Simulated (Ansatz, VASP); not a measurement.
**MgSe: VASP beside Ansatz**

File INCAR:

```
SYSTEM = MgSe
ALGO     = Normal         ! electronic algorithm
EDIFF    = 1E-6           ! SCF threshold, eV
ENCUT    = 520            ! plane-wave cutoff, eV
GGA      = PE             ! functional
ISIF     = 2              ! what is computed and relaxed
ISMEAR   = 0              ! smearing method
LASPH    = .True.         ! aspherical terms in the spheres
LCHARG   = .False.        ! write CHGCAR
LREAL    = .False.        ! projectors in reciprocal space
LWAVE    = .False.        ! write WAVECAR
NBANDS   = 11             ! bands
NELM     = 100            ! most SCF steps
PREC     = Accurate       ! precision mode
SIGMA    = 0.1            ! smearing width, eV
```

The input KPOINTS:

```
k-points
0
Gamma
  6 6 6
  0 0 0
```

The input POSCAR:

```
MgSe
1.0
    0.0000000000      2.7255000000      2.7255000000
    2.7255000000      0.0000000000      2.7255000000
    2.7255000000      2.7255000000      0.0000000000
Mg Se
1 1
Direct
    0.0000000000      0.0000000000      0.0000000000
    0.5000000000      0.5000000000      0.5000000000
```

Input for Ansatz:

```yaml
crystal:
  lattice:
    - [0.0, 2.7255, 2.7255]
    - [2.7255, 0.0, 2.7255]
    - [2.7255, 2.7255, 0.0]
  atoms:
    - { symbol: Mg, position: [0.0, 0.0, 0.0] }
    - { symbol: Se, position: [0.5, 0.5, 0.5] }
basis:
  ecutwfc: 420
kpoints:
  mp_grid: { grid: [6, 6, 6] }
hamiltonian:
  xc: pbe
scf:
  occupations: { method: gaussian, width: 0.1 }
output:
  forces: true
  stress: true
  eigenvalues: true
```

Alike in both runs: task single point; functional PBE; k mesh 6 × 6 × 6; occupations gaussian, width 0.1 eV; no spin polarisation.

```csv
,VASP,Ansatz
version,VASP 6.6.1,Ansatz 0.2.0
potentials or method,"VASP PAW PBE potentials, release 64 (Mg, Se)","scalar-relativistic, plane waves, PAW"
plane-wave cutoff (eV),520,420
valence electrons in the cell,8,26
```

|  | VASP | Ansatz | Ansatz less VASP |
| --- | --- | --- | --- |
| gap on the k mesh at the Fermi level (eV) | 1.80 | 1.82 | +0.023 |
| least direct gap on the mesh (eV) | 2.60 | 2.61 | +0.010 |
| pressure (GPa) | 1.9 | 2.1 | +0.12 |

The two sets of potentials don't hold the same shells in valence.

A k mesh can miss the band edges. Expect the measured gap to be larger: semilocal functionals such as PBE lack the derivative discontinuity.
